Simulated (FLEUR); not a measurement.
# TiTe (P6_3/mmc) in FLEUR: a series of runs

One crystal, TiTe, is run at these levels: PBEsol+U; tasks: single point.

Everything below comes from runs of FLEUR MaX-R8.1 (later development tree). Logs are shortened: lines on timing, memory, paths and dates and some standing lists are left out, and cuts for length are marked.

## Step 1: Starting point

The structure is hexagonal, space group P6_3/mmc (No. 194). Conventional cell: a = 3.842 Å, b = 3.842 Å, c = 6.403 Å, α = 90.00°, β = 90.00°, γ = 120.00°. Around Te (site symmetry -6m2) lie 6 Ti at 2.74 Å. Ti (site symmetry -3m) has 6 Te at 2.74 Å as nearest neighbours.

## Step 2: Single point, PBEsol+U

Input file inp.xml:

```xml
<?xml version="1.0" encoding="UTF-8" standalone="no"?>
<fleurInput fleurInputVersion="0.39">
   <comment>
      TiTe                                                                                                
   </comment>
   <calculationSetup>
      <cutoffs Kmax="4.26" Gmax="13.2" GmaxXC="13.2" numbands="0"/>
      <scfLoop itmax="100" minDistance="0.0002" maxIterBroyd="50" imix="Anderson" alpha="0.05" precondParam="0.0" spinf="2.0" sdNocoIR="T"/>
      <coreElectrons ctail="T" frcor="F" kcrel="0" coretail_lmax="0"/>
      <xcFunctional name="PBEs" relativisticCorrections="F"/>
      <magnetism jspins="1"/>
      <soc l_soc="F" theta="0.0" phi="0.0" spav="F"/>
      <expertModes spex="0" secvar="F"/>
      <geometryOptimization l_f="F" forcealpha="1.0" forcemix="BFGS" epsdisp="0.00001" epsforce="0.00001"/>
      <ldaU l_linMix="F" mixParam="0.05" spinf="1.0"/>
   </calculationSetup>
   <cell>
      <bzIntegration valenceElectrons="68.0" mode="hist" fermiSmearingEnergy="0.00183747">
         <kPointListSelection listName="default-1"/>
         <!-- k-points included here -->
         <xi:include xmlns:xi="http://www.w3.org/2001/XInclude" href="kpts.xml"> </xi:include>
      </bzIntegration>
      <!-- symmetry operations included here -->
      <xi:include xmlns:xi="http://www.w3.org/2001/XInclude" href="sym.xml"> </xi:include>
      <bulkLattice scale="1.0">
         <bravaisMatrix>
            <row-1>    7.2603277707132001     0.0000000000000000     0.0000000000000000</row-1>
            <row-2>   -3.6301638853566001     6.2876282891640356     0.0000000000000000</row-2>
            <row-3>    0.0000000000000000     0.0000000000000000    12.0999163758137982</row-3>
         </bravaisMatrix>
      </bulkLattice>
   </cell>
   <atomSpecies>
[... 18 lines left out ...]
         <mtSphere radius="2.3" gridPoints="771" logIncrement="0.016"/>
         <atomicCutoffs lmax="9" lnonsphr="9"/>
         <electronConfig flipSpins="F">
            <coreConfig>(1s1/2) (2s1/2) (2p1/2) (2p3/2)</coreConfig>
            <valenceConfig>(3s1/2) (3p1/2) (3p3/2) (4s1/2) (3d3/2) (3d5/2)</valenceConfig>
            <stateOccupation state="(3d3/2)" spinUp="0.400000" spinDown="0.400000"/>
            <stateOccupation state="(3d5/2)" spinUp="0.600000" spinDown="0.600000"/>
         </electronConfig>
         <energyParameters s="4" p="4" d="3" f="4"/>
         <ldaU l="2" U="5" J="0.0" l_amf="F"/>
         <lo type="SCLO" l="0" n="3" eDeriv="0"/>
         <lo type="SCLO" l="1" n="3" eDeriv="0"/>
         <lo type="SCLO" l="1" n="3" eDeriv="1"/>
         <lo type="SCLO" l="3" n="4" eDeriv="2"/>
      </species>
   </atomSpecies>
   <atomGroups>
      <atomGroup species="Tellurium (Te)">
         <relPos label="                   1">-1.000/3.000 1.000/3.000 -1.000/4.000</relPos>
         <relPos label="                   2">1.000/3.000 -1.000/3.000 1.000/4.000</relPos>
         <force calculate="T" relaxXYZ="TTT"/>
      </atomGroup>
      <atomGroup species="Titanium (Ti)">
         <relPos label="                   3">.0000000000 .0000000000 1.000/2.000</relPos>
         <relPos label="                   4">.0000000000 .0000000000 .0000000000</relPos>
         <force calculate="T" relaxXYZ="TTT"/>
      </atomGroup>
   </atomGroups>
   <output dos="F" band="F" slice="F">
      <checks vchk="F" cdinf="F"/>
      <bandDOS minEnergy="-.5*Htr" maxEnergy="0.5*Htr" sigma="0.015" storeEVData="T"/>
      <vacuumDOS vacdos="F" integ="F" star="F" nstars="0" locx1="0.0" locy1="0.0" locx2="0.0" locy2="0.0" nstm="0" tworkf="0.0"/>
      <unfoldingBand unfoldBand="F" supercellX="1" supercellY="1" supercellZ="1"/>
      <plotting iplot="0" polar="F">
         <plot TwoD="T" vec1="  1.0  0.0  0.0" vec2="  0.0  1.0  0.0" vec3="  0.0  0.0  1.0" zero="  0.0  0.0  0.0" file="plot"/>
      </plotting>
      <chargeDensitySlicing numkpt="0" minEigenval="0.0" maxEigenval="0.0" nnne="0" pallst="F"/>
      <specialOutput eonly="F"/>
      <moessbauerParams electricFieldGradient="T" isomerShift="T" coreHyperfine="T" valenceHyperfine="T"/>
      <magneticCircularDichroism mcd="F" energyLo="-10.0" energyUp="0.0"/>
   </output>
  <!-- We include the file relax.xml here to enable relaxations (see documentation) -->
  <xi:include xmlns:xi="http://www.w3.org/2001/XInclude" href="relax.xml"> <xi:fallback/> </xi:include>
</fleurInput>
```

Input file crystal.txt:

```
TiTe
&input cartesian=F /
3.8420000000  0.0000000000  0.0000000000
-1.9210000000  3.3272696013  0.0000000000
0.0000000000  0.0000000000  6.4030000000
1.8897261246
1.0 1.0 1.0

4
52 0.6666666666  0.3333333332  0.7500000000
52 0.3333333332  0.6666666666  0.2500000000
22 -0.0000000001  -0.0000000001  0.5000000000
22 -0.0000000001  -0.0000000001  0.0000000000

&kpt div1=6 div2=6 div3=3 gamma=T /
```

Potentials or basis: all-electron, FLAPW.

The run is started by

```
> inpgen -f crystal.txt -profile fastHighL
> # inp.xml edited to the form shown
> fleur_MPI
```

The program printed:

```text
Welcome to FLEUR        (www.flapw.de)
      MaX-Release 8.1          (www.max-centre.eu)

 ========== k-point set info ==========
 Selected k-point list: default-1
 k-point list type: mesh
 6 x 6 x 3
 Number of k points: 14

 ------------Calculation Setup---------------------------
 Number of MPI-tasks      :            1
 Number of PE/node        :            1
 Number of OMP-threads    :            1
 Most efficient MPI parallelization for:
           1           2           7          14
 Additional eigenvalue parallelization possible
 Number of basis functions:          903
 Approximate size of matrices (H+S) per k-point:         0.012 GB
 --------------------------------------------------------
 no density matrix found ... skipping LDA+U
 Reset of history
 Iteration:     1   Distance:       6.46472150 me/bohr^3
 Iteration:     2   Distance:       6.97882937 me/bohr^3
 Iteration:     3   Distance:       6.33773981 me/bohr^3
 Iteration:     4   Distance:       3.27429132 me/bohr^3
 Iteration:     5   Distance:       2.09290608 me/bohr^3
 Iteration:     6   Distance:       1.74345616 me/bohr^3
 Iteration:     7   Distance:       0.60159985 me/bohr^3
 Iteration:     8   Distance:       0.40655887 me/bohr^3
 Iteration:     9   Distance:       0.24764193 me/bohr^3
 Iteration:    10   Distance:       0.25758169 me/bohr^3
 Iteration:    11   Distance:       0.08696600 me/bohr^3
 Iteration:    12   Distance:       0.07715421 me/bohr^3
 Iteration:    13   Distance:       0.01411495 me/bohr^3
 Iteration:    14   Distance:       0.00798215 me/bohr^3
 Iteration:    15   Distance:       0.00560853 me/bohr^3
 Iteration:    16   Distance:       0.00138518 me/bohr^3
 Iteration:    17   Distance:       0.00151764 me/bohr^3
 Iteration:    18   Distance:       0.00021798 me/bohr^3
 Iteration:    19   Distance:       0.00007271 me/bohr^3

 ********************************************************************
 Run finished successfully
 Stop message:
   all done
 ********************************************************************
```

Run time: 89 s. Hardware: 1 thread of Arm Neoverse V2, shared host; peak memory 0.09 GiB.

Results:

- Free energy: -416156.3424 eV
- Band gap on the k mesh: none (metal or under the smearing width)
- Valence electrons inside the program's atomic spheres: Te 19.71; Ti 10.11 (radii Te 2.44, Ti 2.3 bohr)

Levels at points of the mesh, in eV from the Fermi level:
| k point | band 32 | band 33 | band 34 | band 35 | band 36 | band 37 |
| --- | --- | --- | --- | --- | --- | --- |
| (0.00, 0.00, 0.00) | -1.15 | -1.15 | -0.59 | -0.59 | -0.23 | -0.23 |
| (0.00, 0.50, 0.00) | -3.35 | -1.98 | -0.12 | 0.80 | 0.87 | 0.91 |

Eigenvalues of the final occupation matrices:
| site | spin | trace | eigenvalues |
| --- | --- | --- | --- |
| atom type 2 | 1 | 1.85 | 0.30 0.30 0.38 0.43 0.43 |

Core levels (eV from the Fermi level):
| atom | levels |
| --- | --- |
| 1 Te | 1s1/2 -31587.7, 2s1/2 -4839.6, 2p1/2 -4534.7, 2p3/2 -4260.4, 3s1/2 -959.9, 3p1/2 -834.5, 3p3/2 -783.4, 4s1/2 -160.2, 3d3/2 -562.0, 3d5/2 -551.3 |
| 2 Te | 1s1/2 -31587.7, 2s1/2 -4839.6, 2p1/2 -4534.7, 2p3/2 -4260.4, 3s1/2 -959.9, 3p1/2 -834.5, 3p3/2 -783.4, 4s1/2 -160.2, 3d3/2 -562.0, 3d5/2 -551.3 |
| 3 Ti | 1s1/2 -4858.4, 2s1/2 -532.5, 2p1/2 -444.0, 2p3/2 -438.2 |
| 4 Ti | 1s1/2 -4858.4, 2s1/2 -532.5, 2p1/2 -444.0, 2p3/2 -438.2 |

Caveat: U without spin polarisation on a metal has little footing; the U is typed as a test and isn't derived for this compound. Spin-orbit coupling is left out, which matters for the levels of Te.

## Step 3: Single point, PBEsol+U

Changes to inp.xml since step 2:

```diff
@@ -60,3 +60,3 @@
          <energyParameters s="4" p="4" d="3" f="4"/>
-         <ldaU l="2" U="5" J="0.0" l_amf="F"/>
+         <ldaU l="2" U="6" J="0.0" l_amf="F"/>
          <lo type="SCLO" l="0" n="3" eDeriv="0"/>
```

crystal.txt is that of step 2.

Potentials or basis: all-electron, FLAPW.

The run is started by

```
> inpgen -f crystal.txt -profile fastHighL
> # inp.xml edited to the form shown
> fleur_MPI
```

Run time: 94 s. Hardware: 1 thread of Arm Neoverse V2, shared host; peak memory 0.09 GiB.

Results (log left out):

```yaml
Free_energy: -416154.8565 eV
Band_gap_on_the_k_mesh: none (metal or under the smearing width)
Valence_electrons_inside_the_program's_atomic_spheres: Te 19.71; Ti 10.09 (radii Te 2.44, Ti 2.3 bohr)
```

Levels at points of the mesh, in eV from the Fermi level:
```csv
k point,band 30,band 31,band 32,band 33,band 34,band 35,band 36,band 37,band 38,band 39
"(0.00, 0.00, 0.00)",-1.64,-1.42,-1.21,-1.21,-0.61,-0.61,-0.18,-0.18,1.03,1.03
"(0.00, 0.50, 0.00)",-4.72,-3.93,-3.42,-1.98,-0.14,0.85,0.91,0.94,1.28,1.49
```

Eigenvalues of the final occupation matrices:
```
       site  spin  trace               eigenvalues
atom type 2     1   1.82  0.28 0.28 0.37 0.44 0.44
```

Core levels (eV from the Fermi level):
| atom | levels |
| --- | --- |
| 1 Te | 1s1/2 -31587.7, 2s1/2 -4839.6, 2p1/2 -4534.7, 2p3/2 -4260.4, 3s1/2 -959.9, 3p1/2 -834.5, 3p3/2 -783.4, 4s1/2 -160.2, 3d3/2 -562.1, 3d5/2 -551.4 |
| 2 Te | 1s1/2 -31587.7, 2s1/2 -4839.6, 2p1/2 -4534.7, 2p3/2 -4260.4, 3s1/2 -959.9, 3p1/2 -834.5, 3p3/2 -783.4, 4s1/2 -160.2, 3d3/2 -562.1, 3d5/2 -551.4 |
| 3 Ti | 1s1/2 -4858.7, 2s1/2 -532.8, 2p1/2 -444.4, 2p3/2 -438.6 |
| 4 Ti | 1s1/2 -4858.7, 2s1/2 -532.8, 2p1/2 -444.4, 2p3/2 -438.6 |

Caveat: U without spin polarisation on a metal has little footing; the U is typed as a test and isn't derived for this compound.
